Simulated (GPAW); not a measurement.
# Cr (Im-3m) in GPAW: settings compared

The runs below take Cr through band structure, equation of state, with PBE, SOGGA, r2SCAN, OLYP.

All numbers are computed with GPAW 26.7.0; they aren't measurements. Logs are shortened: lines on timing, memory, paths and dates and some standing lists are left out, and cuts for length are marked. The log counts tension as positive stress, the text compression.

**1. Starting point**

Symmetry: Im-3m, No. 229, cubic system. Conventional cell: a = 2.969 Å, b = 2.969 Å, c = 2.969 Å, α = 90.00°, β = 90.00°, γ = 90.00°. Cr (site symmetry m-3m) has 8 Cr at 2.57 Å as nearest neighbours.

**2. Band structure, PBE, collinear spin, ferromagnetic start**

Input file run.py:

```python
from ase.dft.bandgap import bandgap
from ase.io import read, write
from ase.units import GPa
from gpaw import GPAW, PW, setup_paths

setup_paths.insert(0, '.')

atoms = read('Cr.cif')
atoms.set_initial_magnetic_moments([3.0])

calc = GPAW(mode=PW(600),
            xc='PBE',
            kpts={'size': (10, 10, 10), 'gamma': True},
            occupations={'name': 'fermi-dirac', 'width': 0.05},
            nbands=11,
            convergence={'density': 1e-05, 'energy': 1e-05},
            maxiter=150,
            txt='gpaw.txt')
atoms.calc = calc
energy = atoms.get_potential_energy()
forces = atoms.get_forces()
stress = atoms.get_stress()
calc.write('gs.gpw')
write('result.traj', atoms)
print(f'Energy: {energy:.6f} eV')
print('Forces (eV/A):')
print(forces.round(4))
print('Stress (GPa):', (stress / GPa).round(3))
print('Moments:', calc.get_magnetic_moments().round(3))
print('Fermi level:', round(calc.get_fermi_level(), 4), 'eV')
print(f'Gap: {bandgap(calc)[0]:.4f} eV, direct: {bandgap(calc, direct=True)[0]:.4f} eV')

path = atoms.cell.bandpath('GHNGPH,PN', npoints=80, eps=1e-4)
bs_calc = calc.fixed_density(kpts=path, symmetry='off', nbands=18,
                             convergence={'bands': 'CBM+6.0', 'eigenstates': 1e-6}, txt='bands.txt')
bs = bs_calc.band_structure()
bs.write('bs.json')
print(f'Gap on the path: {bandgap(bs_calc)[0]:.4f} eV')
```

Input file Cr.cif:

```cif
data_Cr
_cell_length_a 2.57114226
_cell_length_b 2.57114226
_cell_length_c 2.57114226
_cell_angle_alpha 109.47122063
_cell_angle_beta 109.47122063
_cell_angle_gamma 109.47122063
_space_group_name_H-M_alt 'P1'
_space_group_name_Hall 'P 1'
_space_group_IT_number 1
loop_
_space_group_symop_operation_xyz
'x,y,z'
loop_
_atom_site_label
_atom_site_type_symbol
_atom_site_symmetry_multiplicity
_atom_site_Wyckoff_symbol
_atom_site_fract_x
_atom_site_fract_y
_atom_site_fract_z
_atom_site_occupancy
Cr1 Cr 1 a 0.0000000000 0.0000000000 0.0000000000 1
```

Potentials or basis: PAW data sets generated in the run's folder for this functional, pw.

Command:

```console
$ gpaw-setup -f PBE Cr
$ OMP_NUM_THREADS=1 python run.py
```

gpaw.txt:

```text
__  _  _
 | _ |_)|_||  |
 |__||  | ||/\| - 26.7.0

Input parameters:
  mode=PW(ecut=600.0),
  convergence={'density': 1e-05, 'energy': 1e-05},
  kpts=MonkhorstPack(size=(10, 10, 10), gamma=True),
  maxiter=150,
  nbands=11,
  occupations=Occupations(name='fermi-dirac', width=0.05),
  xc=XC(name='PBE')

Diagonalizing LCAO Hamiltonian
Converting LCAO to pw mode

       Cr

Atoms  # Å, Bohr magnetons
|   | symbol |        x |        y |        z |    initial magnetic moments |
|---|--------|----------|----------|----------|-----------------------------|
| 0 |     Cr | 0.000000 | 0.000000 | 0.000000 | ( 0.0000,  0.0000,  3.0000) |

Unit cell  # Å
| periodic |         x |         y |        z |  lengths |     angles |
|----------|-----------|-----------|----------|----------|------------|
|      yes |  2.571142 |  0.000000 | 0.000000 | 2.571142 | 109.471221 |
|      yes | -0.857047 |  2.424096 | 0.000000 | 2.571142 | 109.471221 |
|      yes | -0.857047 | -1.212048 | 2.099329 | 2.571142 | 109.471221 |

Number of symmetries: 48
Symmetry operations  # r_c * U_cc + t_c -> r_c
|    | kind |            matrix            |
|----|------|------------------------------|
|  0 |  σ   |  1, 1, 1,  0, 0,-1,  0,-1, 0 |
|  1 |  C4  |  1, 1, 1,  0, 0,-1, -1, 0, 0 |
|  2 |  C2  |  1, 1, 1,  0,-1, 0,  0, 0,-1 |
|  3 |  S6  |  1, 1, 1,  0,-1, 0, -1, 0, 0 |
|  4 |  S6  |  1, 1, 1, -1, 0, 0,  0, 0,-1 |
|  5 |  C4  |  1, 1, 1, -1, 0, 0,  0,-1, 0 |
|  6 |  E   |  1, 0, 0,  0, 1, 0,  0, 0, 1 |
|  7 |  σ   |  1, 0, 0,  0, 1, 0, -1,-1,-1 |
|  8 |  σ   |  1, 0, 0,  0, 0, 1,  0, 1, 0 |
|  9 |  C3  |  1, 0, 0,  0, 0, 1, -1,-1,-1 |
| 10 |  C3  |  1, 0, 0, -1,-1,-1,  0, 1, 0 |
| 11 |  σ   |  1, 0, 0, -1,-1,-1,  0, 0, 1 |
| 12 |  σ   |  0, 1, 0,  1, 0, 0,  0, 0, 1 |
| 13 |  C2  |  0, 1, 0,  1, 0, 0, -1,-1,-1 |
| 14 |  C3  |  0, 1, 0,  0, 0, 1,  1, 0, 0 |
| 15 |  S4  |  0, 1, 0,  0, 0, 1, -1,-1,-1 |
| 16 |  S4  |  0, 1, 0, -1,-1,-1,  1, 0, 0 |
| 17 |  C3  |  0, 1, 0, -1,-1,-1,  0, 0, 1 |
| 18 |  C3  |  0, 0, 1,  1, 0, 0,  0, 1, 0 |
| 19 |  S4  |  0, 0, 1,  1, 0, 0, -1,-1,-1 |
| 20 |  σ   |  0, 0, 1,  0, 1, 0,  1, 0, 0 |
| 21 |  C3  |  0, 0, 1,  0, 1, 0, -1,-1,-1 |
| 22 |  C2  |  0, 0, 1, -1,-1,-1,  1, 0, 0 |
| 23 |  S4  |  0, 0, 1, -1,-1,-1,  0, 1, 0 |
| 24 |  C4  |  0, 0,-1,  1, 1, 1,  0,-1, 0 |
| 25 |  σ   |  0, 0,-1,  1, 1, 1, -1, 0, 0 |
| 26 |  S6  |  0, 0,-1,  0,-1, 0,  1, 1, 1 |
| 27 |  C2  |  0, 0,-1,  0,-1, 0, -1, 0, 0 |
| 28 |  C4  |  0, 0,-1, -1, 0, 0,  1, 1, 1 |
| 29 |  S6  |  0, 0,-1, -1, 0, 0,  0,-1, 0 |
| 30 |  S6  |  0,-1, 0,  1, 1, 1,  0, 0,-1 |
| 31 |  C4  |  0,-1, 0,  1, 1, 1, -1, 0, 0 |
| 32 |  C4  |  0,-1, 0,  0, 0,-1,  1, 1, 1 |
| 33 |  S6  |  0,-1, 0,  0, 0,-1, -1, 0, 0 |
| 34 |  σ   |  0,-1, 0, -1, 0, 0,  1, 1, 1 |
| 35 |  C2  |  0,-1, 0, -1, 0, 0,  0, 0,-1 |
| 36 |  C2  | -1, 0, 0,  1, 1, 1,  0, 0,-1 |
| 37 |  S6  | -1, 0, 0,  1, 1, 1,  0,-1, 0 |
| 38 |  S6  | -1, 0, 0,  0, 0,-1,  1, 1, 1 |
| 39 |  C2  | -1, 0, 0,  0, 0,-1,  0,-1, 0 |
| 40 |  C2  | -1, 0, 0,  0,-1, 0,  1, 1, 1 |
| 41 |  i   | -1, 0, 0,  0,-1, 0,  0, 0,-1 |
| 42 |  S4  | -1,-1,-1,  1, 0, 0,  0, 1, 0 |
| 43 |  C3  | -1,-1,-1,  1, 0, 0,  0, 0, 1 |
| 44 |  C3  | -1,-1,-1,  0, 1, 0,  1, 0, 0 |
| 45 |  σ   | -1,-1,-1,  0, 1, 0,  0, 0, 1 |
| 46 |  S4  | -1,-1,-1,  0, 0, 1,  1, 0, 0 |
| 47 |  C2  | -1,-1,-1,  0, 0, 1,  0, 1, 0 |

BZ-sampling:
  Number of BZ points: 1000
  Number of IBZ points: 47

  Monkhorst-Pack size: [10, 10, 10]
  Monkhorst-Pack shift: [0.05, 0.05, 0.05]

K-points  # in reciprocal-cell coordinates
|     |                                coordinates |     weight |
|-----|--------------------------------------------|------------|
|   0 | (  0.00000000,   0.00000000,   0.00000000) | 0.00100000 |
|   1 | (  0.10000000,   0.00000000,   0.00000000) | 0.01200000 |
|   2 | (  0.10000000,   0.10000000,  -0.10000000) | 0.00600000 |
|   3 | (  0.20000000,   0.00000000,  -0.10000000) | 0.02400000 |
|   4 | (  0.20000000,   0.00000000,   0.00000000) | 0.01200000 |
|   5 | (  0.20000000,   0.10000000,  -0.10000000) | 0.02400000 |
|   6 | (  0.20000000,   0.20000000,  -0.20000000) | 0.00600000 |
|   7 | (  0.30000000,  -0.10000000,  -0.10000000) | 0.00800000 |
|   8 | (  0.30000000,   0.00000000,  -0.10000000) | 0.04800000 |
|   9 | (  0.30000000,   0.00000000,   0.00000000) | 0.01200000 |
| ... |                                            |            |
|  46 | (  0.50000000,   0.50000000,   0.50000000) | 0.00100000 |

Plane wave coefficients: 466
Cutoff: 600.0 eV

Spin-components: 2 (collinear spins)
Bands:           11
Projectors:      6
Spin-degeneracy: 1
Datatype:        complex128

Parallelization:
  kpt:    1
  domain: 1
  band:   1

Density:
  Valence electrons: 6.0
  Components: 2
  Grid points: [15 15 15]
  Charge: 0.0  # |e|

Potential:
  Grid points: [15 15 15]

species:
  Cr:
    name:    Chromium
    Z:       24.0
    valence: 6
    core:    18
    charge:  0.0  # [|e|]
    compensation charges:
      type: gauss
      rc: 0.35  # [Å]
      lmax: 2
    cutoffs:
      filter: 2.14  # [Å]
      core: 3.04  # [Å]
    projectors
    | kind |    occ | energy [eV] | rcut [Å] |
    |------|--------|-------------|----------|
    |   4s |  1.000 |      -4.007 |    1.164 |
    |   4p |  0.000 |      -0.989 |    1.217 |
    |   3d |  5.000 |      -2.913 |    1.111 |
    |    s |        |      23.205 |    1.164 |
    |    p |        |      26.222 |    1.217 |
    |    d |        |      24.299 |    1.111 |

    Using partial waves for Cr as LCAO basis

Reference energy: -28582.377966  # eV

eigensolver:
  PPCG
  Converge bands: occupied
  niter=2

density mixing:
  MSR1-Mixer
  Pratt-step length: 0.05
  Maximum mixing coefficient: 0.75
  Old densities: 10
  SVD Regularization: 0.005
  Good broyden scale: 1.0
  Trust region scale: 1.0
  Backstep threshold: 4.0
  History deletion threshold: 6.0
  Fourier metric: weight=20.0, sigma=0.015

occupation numbers:
  Fermi-Dirac:
    width: 0.0500  # eV

poisson solver:
  ecut: 4800.0  # eV

xc functional:
  name: PBE with 2 nearest neighbor stencil

convergence criteria:
- Maximum integral of absolute [dens]ity change: 1e-05 electrons / valence electron
- Maximum [total energy] change in last 3 cyles: 1e-05 eV / valence electron
- Maximum integral of absolute [eigenst]ate change: 4e-08 eV^2 / valence electron
maximum number of iterations: 150

SCF iterations
|iter     | |      energy | eigst |  dens |  magmom |
|---------|-|-------------|-------|-------|---------|
|iter:   1| |   -8.360394 | -0.22 |       |  +2.9978|
|iter:   2| |   -8.393810 | -1.99 | -0.45 |  +2.9135|
|iter:   3| |   -9.074661 | -1.87 | -0.47 |  +1.2487|
|iter:   4| |   -9.212627 | -1.77 | -0.75 |  -0.1651|
|iter:   5| |   -9.237600 | -2.43 | -1.23 |  +0.0443|
|iter:   6| |   -9.235111 | -3.37 | -1.51 |  +0.2670|
|iter:   7| |   -9.240480 | -3.12 | -1.45 |  -0.0040|
|iter:   8| |   -9.241710 | -3.74 | -1.87 |  -0.0109|
|iter:   9| |   -9.241992 | -4.20 | -2.34 |  -0.0032|
|iter:  10| |   -9.241983 | -5.91 | -3.00 |  +0.0007|
|iter:  11| |   -9.241977c| -6.85 | -3.56 |  +0.0003|
|iter:  12| |   -9.241977c| -7.90c| -4.25 |  +0.0001|
|iter:  13| |   -9.241977c| -7.94c| -4.78 |  +0.0000|
|iter:  14| |   -9.241977c| -8.67c| -5.45c|  +0.0000|

Converged in 14 steps
Energy contributions relative to reference atoms: (reference = -28582.377966)

Energy contributions:
  Kinetic:         -25.174889
  Coulomb:          17.492317
  Zero:              0.190349
  External:          0.000000
  Xc:               -1.745314
  Entropy:          -0.008882
  Spinorbit:         0.000000
  ----------------------------
  Free energy:      -9.246418
  Extrapolated:     -9.241977

dipole moment: (-2.121419, -3.000140, -5.196395)  # |e|*Ang

Total magnetic moment: (0.000000, 0.000000, 0.000009)

Local magnetic moments
|        x |        y |        z |
|----------|----------|----------|
| 0.000000 | 0.000000 | 0.000007 |  # Cr   0

Fermi level: 9.541
Eigenvalues  # (at kpt = [0.000, 0.000, 0.000])
| band index |      eig [eV] | occ [0-1] |      eig [eV] | occ [0-1] |
|------------|---------------|-----------|---------------|-----------|
|          0 |         2.231 |     1.000 |         2.231 |     1.000 |
|          1 |         8.743 |     1.000 |         8.743 |     1.000 |
|          2 |         8.744 |     1.000 |         8.744 |     1.000 |
|          3 |         8.744 |     1.000 |         8.744 |     1.000 |
|          4 |        10.447 |     0.000 |        10.447 |     0.000 |
|          5 |        10.447 |     0.000 |        10.447 |     0.000 |
|          6 |        19.489 |     0.000 |        19.489 |     0.000 |
|          7 |        19.489 |     0.000 |        19.489 |     0.000 |
|          8 |        19.489 |     0.000 |        19.489 |     0.000 |
|          9 |        27.450 |     0.000 |        27.450 |     0.000 |
|         10 |        31.518 |     0.000 |        31.518 |     0.000 |

No gap
No difference between direct/indirect transitions

Forces  # eV/Ang
|        x |        y |       z |
|----------|----------|---------|
| -0.00000 | -0.00000 | 0.00000 |  # Cr   0

Stress tensor  # eV/Ang^3
|         x |         y |         z |
|-----------|-----------|-----------|
|  0.156318 | -0.000000 | -0.000000 |
| -0.000000 |  0.156318 | -0.000000 |
| -0.000000 | -0.000000 |  0.156318 |

# Writing to gs.gpw (mode='')
```

It took 25 s on 1 thread of Arm Neoverse V1, shared host; peak memory 0.17 GiB.

Results:

- Free energy: -9.2464 eV
- Pressure: -25.0 GPa
- Band gap along the path: none (metal or under the smearing width)
- Net moment: 0.00 μB per cell

Levels at the corners of the path, in eV from the Fermi level:
Spin up:
| point | band 1 | band 2 | band 3 | band 4 | band 5 | band 6 |
| --- | --- | --- | --- | --- | --- | --- |
| Γ | -7.31 | -0.80 | -0.80 | -0.80 | 0.91 | 0.91 |
| H | -3.57 | -3.57 | 1.97 | 1.97 | 1.97 | 8.89 |
| N | -3.79 | -2.06 | 0.89 | 0.93 | 1.16 | 2.29 |
| Γ | -7.31 | -0.80 | -0.80 | -0.80 | 0.91 | 0.91 |
| P | -2.02 | -2.02 | -2.02 | 1.21 | 1.21 | 8.80 |
| H | -3.57 | -3.57 | 1.97 | 1.97 | 1.97 | 8.89 |
| P | -2.02 | -2.02 | -2.02 | 1.21 | 1.21 | 8.80 |
| N | -3.79 | -2.06 | 0.89 | 0.93 | 1.16 | 2.29 |
Spin down:
| point | band 1 | band 2 | band 3 | band 4 | band 5 | band 6 |
| --- | --- | --- | --- | --- | --- | --- |
| Γ | -7.31 | -0.80 | -0.80 | -0.80 | 0.91 | 0.91 |
| H | -3.57 | -3.57 | 1.97 | 1.97 | 1.97 | 8.89 |
| N | -3.79 | -2.06 | 0.89 | 0.93 | 1.16 | 2.29 |
| Γ | -7.31 | -0.80 | -0.80 | -0.80 | 0.91 | 0.91 |
| P | -2.02 | -2.02 | -2.02 | 1.21 | 1.21 | 8.80 |
| H | -3.57 | -3.57 | 1.97 | 1.97 | 1.97 | 8.89 |
| P | -2.02 | -2.02 | -2.02 | 1.21 | 1.21 | 8.80 |
| N | -3.79 | -2.06 | 0.89 | 0.93 | 1.16 | 2.29 |

Caveat: the starting moments collapsed, and a magnetic state may lie lower; so large a pressure means that the cell lies far from this level's equilibrium, or that cutoff or potentials fall short.

**3. Band structure, SOGGA, collinear spin, ferromagnetic start**

run.py: that of step 2 with these lines changed.

```diff
@@ -7,3 +7,3 @@
 
-atoms = read('Cr.cif')
+atoms = read('POSCAR')
 atoms.set_initial_magnetic_moments([3.0])
@@ -11,3 +11,3 @@
 calc = GPAW(mode=PW(600),
-            xc='PBE',
+            xc='GGA_X_SOGGA+GGA_C_PBE_SOL',
             kpts={'size': (10, 10, 10), 'gamma': True},
@@ -32,3 +32,3 @@
 
-path = atoms.cell.bandpath('GHNGPH,PN', npoints=80, eps=1e-4)
+path = atoms.cell.bandpath('GHNGPH,PN', npoints=100, eps=1e-4)
 bs_calc = calc.fixed_density(kpts=path, symmetry='off', nbands=18,
```

Input file POSCAR:

```
Cr
1.0
   -1.4844496776      1.4844496776      1.4844496776
    1.4844496776     -1.4844496776      1.4844496776
    1.4844496776      1.4844496776     -1.4844496776
Cr
1
Direct
    0.0000000000      0.0000000000      0.0000000000
```

Potentials or basis: PAW data sets generated in the run's folder for this functional, pw.

Command:

```console
$ gpaw-setup -f GGA_X_SOGGA+GGA_C_PBE_SOL Cr
$ OMP_NUM_THREADS=1 python run.py
```

gpaw.txt:

```text
__  _  _
 | _ |_)|_||  |
 |__||  | ||/\| - 26.7.0

Input parameters:
  mode=PW(ecut=600.0),
  convergence={'density': 1e-05, 'energy': 1e-05},
  kpts=MonkhorstPack(size=(10, 10, 10), gamma=True),
  maxiter=150,
  nbands=11,
  occupations=Occupations(name='fermi-dirac', width=0.05),
  xc=XC(name='GGA_X_SOGGA+GGA_C_PBE_SOL')

Diagonalizing LCAO Hamiltonian
Converting LCAO to pw mode

       Cr

Atoms  # Å, Bohr magnetons
|   | symbol |        x |        y |        z |    initial magnetic moments |
|---|--------|----------|----------|----------|-----------------------------|
| 0 |     Cr | 0.000000 | 0.000000 | 0.000000 | ( 0.0000,  0.0000,  3.0000) |

Unit cell  # Å
| periodic |         x |         y |         z |  lengths |     angles |
|----------|-----------|-----------|-----------|----------|------------|
|      yes | -1.484450 |  1.484450 |  1.484450 | 2.571142 | 109.471221 |
|      yes |  1.484450 | -1.484450 |  1.484450 | 2.571142 | 109.471221 |
|      yes |  1.484450 |  1.484450 | -1.484450 | 2.571142 | 109.471221 |

Number of symmetries: 48
Symmetry operations  # r_c * U_cc + t_c -> r_c
|    | kind |            matrix            |
|----|------|------------------------------|
|  0 |  σ   |  1, 1, 1,  0, 0,-1,  0,-1, 0 |
|  1 |  C4  |  1, 1, 1,  0, 0,-1, -1, 0, 0 |
|  2 |  C2  |  1, 1, 1,  0,-1, 0,  0, 0,-1 |
|  3 |  S6  |  1, 1, 1,  0,-1, 0, -1, 0, 0 |
|  4 |  S6  |  1, 1, 1, -1, 0, 0,  0, 0,-1 |
|  5 |  C4  |  1, 1, 1, -1, 0, 0,  0,-1, 0 |
|  6 |  E   |  1, 0, 0,  0, 1, 0,  0, 0, 1 |
[... 161 lines left out ...]
|iter:  10| |   -9.906692 | -5.29 | -2.75 |  +0.0030|
|iter:  11| |   -9.906672c| -5.89 | -3.03 |  +0.0007|
|iter:  12| |   -9.906671c| -7.64c| -3.94 |  +0.0000|
|iter:  13| |   -9.906671c| -8.01c| -4.73 |  -0.0000|
|iter:  14| |   -9.906671c| -8.71c| -5.30c|  -0.0000|

Converged in 14 steps
Energy contributions relative to reference atoms: (reference = -28552.800687)

Energy contributions:
  Kinetic:         -26.260060
  Coulomb:          18.428656
  Zero:              0.193041
  External:          0.000000
  Xc:               -2.263987
  Entropy:          -0.008643
  Spinorbit:         0.000000
  ----------------------------
  Free energy:      -9.910993
  Extrapolated:     -9.906671

dipole moment: (-3.685543, -3.685543, -3.685543)  # |e|*Ang

Total magnetic moment: (0.000000, 0.000000, -0.000008)

Local magnetic moments
|        x |        y |         z |
|----------|----------|-----------|
| 0.000000 | 0.000000 | -0.000006 |  # Cr   0

Fermi level: 9.392
Eigenvalues  # (at kpt = [0.000, 0.000, 0.000])
| band index |      eig [eV] | occ [0-1] |      eig [eV] | occ [0-1] |
|------------|---------------|-----------|---------------|-----------|
|          0 |         2.056 |     1.000 |         2.056 |     1.000 |
|          1 |         8.600 |     1.000 |         8.600 |     1.000 |
|          2 |         8.600 |     1.000 |         8.600 |     1.000 |
|          3 |         8.600 |     1.000 |         8.600 |     1.000 |
|          4 |        10.271 |     0.000 |        10.271 |     0.000 |
|          5 |        10.271 |     0.000 |        10.271 |     0.000 |
|          6 |        20.747 |     0.000 |        20.747 |     0.000 |
|          7 |        20.747 |     0.000 |        20.747 |     0.000 |
|          8 |        20.747 |     0.000 |        20.747 |     0.000 |
|          9 |        30.340 |     0.000 |        30.339 |     0.000 |
|         10 |        31.451 |     0.000 |        31.451 |     0.000 |

No gap
No difference between direct/indirect transitions

Forces  # eV/Ang
|       x |        y |        z |
|---------|----------|----------|
| 0.00000 | -0.00000 | -0.00000 |  # Cr   0

Stress tensor  # eV/Ang^3
|        x |        y |        z |
|----------|----------|----------|
| 0.202682 | 0.000000 | 0.000000 |
| 0.000000 | 0.202682 | 0.000000 |
| 0.000000 | 0.000000 | 0.202682 |

# Writing to gs.gpw (mode='')
```

stdout:

```text
Energy: -9.906671 eV
Forces (eV/A):
[[ 0. -0. -0.]]
Stress (GPa): [32.473 32.473 32.473  0.     0.     0.   ]
Moments: [-0.]
Fermi level: 9.3922 eV
Gap: 0.0000 eV, direct: 0.0000 eV
Gap on the path: 0.0000 eV
```

It took 28 s on 1 thread of Arm Neoverse V1, shared host; peak memory 0.18 GiB.

Results:

| Quantity | Value |
| --- | --- |
| Free energy | -9.9110 eV |
| Pressure | -32.5 GPa |
| Band gap along the path | none (metal or under the smearing width) |
| Net moment | 0.00 μB per cell |

Levels at the corners of the path, in eV from the Fermi level:
Spin up:
| point | band 1 | band 2 | band 3 | band 4 | band 5 | band 6 |
| --- | --- | --- | --- | --- | --- | --- |
| Γ | -7.34 | -0.79 | -0.79 | -0.79 | 0.88 | 0.88 |
| H | -3.60 | -3.60 | 1.99 | 1.99 | 1.99 | 9.19 |
| N | -3.81 | -2.06 | 0.87 | 0.91 | 1.14 | 2.32 |
| Γ | -7.34 | -0.79 | -0.79 | -0.79 | 0.88 | 0.88 |
| P | -2.02 | -2.02 | -2.02 | 1.19 | 1.19 | 8.97 |
| H | -3.60 | -3.60 | 1.99 | 1.99 | 1.99 | 9.19 |
| P | -2.02 | -2.02 | -2.02 | 1.19 | 1.19 | 8.97 |
| N | -3.81 | -2.06 | 0.87 | 0.91 | 1.14 | 2.32 |
Spin down:
```csv
point,band 1,band 2,band 3,band 4,band 5,band 6
Γ,-7.34,-0.79,-0.79,-0.79,0.88,0.88
H,-3.60,-3.60,1.99,1.99,1.99,9.19
N,-3.81,-2.06,0.87,0.91,1.14,2.32
Γ,-7.34,-0.79,-0.79,-0.79,0.88,0.88
P,-2.02,-2.02,-2.02,1.19,1.19,8.97
H,-3.60,-3.60,1.99,1.99,1.99,9.19
P,-2.02,-2.02,-2.02,1.19,1.19,8.97
N,-3.81,-2.06,0.87,0.91,1.14,2.32
```

Caveat: the starting moments collapsed, and a magnetic state may lie lower; a pressure of tens of GPa on the cell as given is suspect, and the run, the potentials or the cell itself is likely at fault.

(Part 1 of 2 ends here.)
